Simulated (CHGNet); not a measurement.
Zinc-blende AlSb

The numbers are results of the machine-learned potential CHGNet-r²SCAN (trained on r²SCAN data), not measurements.

Cell: relaxed at this level.

```json
{
  "lattice_parameter_a": "6.177 Å",
  "equilibrium_volume_per_atom": "29.45 Å³/atom",
  "elastic constant C11": "67.5 GPa",
  "elastic constant C12": "45.2 GPa",
  "elastic constant C44": "18.7 GPa",
  "zone-centre TO phonon frequency": "253 cm⁻¹"
}
```

Measured, for comparison: lattice constant a 6.128 Å, equilibrium volume per atom 28.77 Å³/atom (low temperature, thermal expansion removed or low-temperature value; zero-point expansion not removed; as tabulated in Zhang et al. (2018), doi:10.1088/1367-2630/aac7f0); elastic constant C11 87.7 GPa, elastic constant C12 43.4 GPa, elastic constant C44 40.8 GPa (temperature not stated, no zero-point or thermal correction; as tabulated in Oses et al. (2018), arXiv:1811.08464); zone-centre TO phonon frequency 323 cm⁻¹ (temperature not stated, no zero-point or thermal correction; as tabulated in Giannozzi et al., Phys. Rev. B (1991)). Computed (rounded) less measured: lattice constant a +0.8 %, equilibrium volume per atom +2.4 %, elastic constant C11 -23 %, elastic constant C12 +4 %, elastic constant C44 -54 %, zone-centre TO phonon frequency -22 %. A static lattice is as a rule a little smaller and stiffer than an uncorrected measurement, which can account for part of this.

A machine-learned potential is trained on density-functional data: it inherits that level's misses and adds fitting errors of its own.

Note: no long-range dipole term: LO-TO splitting at the zone centre is missing.

Elastic constants are with the ions relaxed.
